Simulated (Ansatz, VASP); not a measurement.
## KMgF3 in VASP and in Ansatz

```xyz
5
Lattice="4.0384 0.0000 0.0000 0.0000 4.0384 0.0000 0.0000 0.0000 4.0384" Properties=species:S:1:pos:R:3 pbc="T T T"
K     2.0192    2.0192    2.0192
Mg    0.0000    0.0000    0.0000
F     0.0000    0.0000    2.0192
F     0.0000    2.0192    0.0000
F     2.0192    0.0000    0.0000
```

Change from the starting cell: volume scaled by 1.04.

Alike in both runs: task single point; functional PBEsol; k mesh 7 × 7 × 7; occupations fermi-dirac, width 0.05 eV; no spin polarisation.

|  | VASP | Ansatz |
| --- | --- | --- |
| version | VASP 6.6.1 | Ansatz 0.2.0 |
| potentials or method | VASP PAW PBE potentials, release 64 (K_sv, Mg, F) | Ansatz PAW |
| plane-wave cutoff (eV) | 520 | 420 |
| valence electrons in the cell | 32 | 40 |

Ansatz gave:

* gap on the k mesh at the Fermi level (eV): 6.90
* least direct gap on the mesh (eV): 7.19
* pressure (GPa): -2.3

**Question.** Estimate VASP's values.

**Answer.** gap on the k mesh at the Fermi level (eV): 6.87; least direct gap on the mesh (eV): 7.16; pressure (GPa): -2.7.

With one functional, cell and mesh, what is left measures potentials, basis and numerics. The two sets of potentials don't hold the same shells in valence.

Caveats: the PAW data sets were made with another functional, which shifts forces and pressure a little (VASP); an odd mesh through Γ misses points on the zone boundary, where band edges often lie (VASP); odd divisions of the mesh miss points on the zone boundary, where band edges often lie, so the gap on the mesh can be too wide (Ansatz); the pressure holds a Pulay correction of +0.6 GPa for the finite cutoff (Ansatz); the PAW data sets come from PBE, with cores solved anew for the run's functional, which leaves a small shift of forces and pressure (Ansatz).
